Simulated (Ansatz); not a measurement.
Pb in Ansatz: the effect of functional

The system is Pb.

```
CELL_PARAMETERS angstrom
0.00000 3.43900 3.43900
3.43900 0.00000 3.43900
3.43900 3.43900 0.00000
ATOMIC_POSITIONS crystal
Pb 0.25000 0.25000 0.25000
Pb 0.00000 0.00000 0.00000
```

This isn't the form of Pb at room conditions, which is fcc.

Alike in all runs:

- Program: Ansatz 0.2.0
- Task: band structure
- Potentials or basis: all-electron LAPW, scalar-relativistic
- Cutoff: 231 eV (chosen from the basis error)
- Basis error allowed: 0.001 eV/atom
- k mesh: 7 × 7 × 7
- Occupations: fermi-dirac, width 0.05 eV
- Spin: no spin polarisation

One run gave: pressure 0.5 GPa. Which functional did it use?
A. RPBE
B. PBEsol
C. LDA
D. BLYP
E. revPBE

B.

```csv
functional,pressure (GPa)
LDA,-0.7
PBE,2.4
PBEsol,0.5
RPBE,3.6
revPBE,3.3
BLYP,4.6
```
